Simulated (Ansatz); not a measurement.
Mg: frozen-core PAW against all-electron methods

```xyz
1
Lattice="-1.7919 1.7919 1.7919 1.7919 -1.7919 1.7919 1.7919 1.7919 -1.7919" Properties=species:S:1:pos:R:3 pbc="T T T"
Mg    0.0000    0.0000    0.0000
```

The structure comes from a relaxation in the same program, started in the bcc type, and has space group Im-3m. Whether it is a known phase or the ground state wasn't checked.

All numbers are computed: DFT, PBE, PAW with Ansatz's default frozen-core files, scalar-relativistic (Ansatz 0.2.0); DFT, PBE, all-electron PAW with datasets made for the crystal, scalar-relativistic (Ansatz 0.2.0); DFT, PBE, all-electron LAPW, scalar-relativistic (Ansatz 0.2.0).

For PAW: a Γ-centred 13×13×13 k mesh, Fermi–Dirac smearing of 0.05 eV, cutoff 420 eV, no spin polarisation. The crystal-made all-electron datasets (AE datasets) take a cutoff of 100 eV at this cell. LAPW targets a basis error of 0.25 meV/atom. The Ansatz runs share mesh, smearing and spin set-up. Plane-wave (PAW) pressures include the program's estimate of the Pulay term.

Stress and pressure are positive in compression.

Levels count from the Fermi level.

```csv
quantity,PAW,AE datasets,LAPW
pressure (GPa),0.00,-0.02,-0.02
lowest empty level at H (eV),3.816,3.815,3.815
lowest empty level at P (eV),1.170,1.171,1.171
highest filled level at Γ (eV),-6.964,-6.964,-6.964
lowest empty level at Γ (eV),12.949,12.965,12.965
```
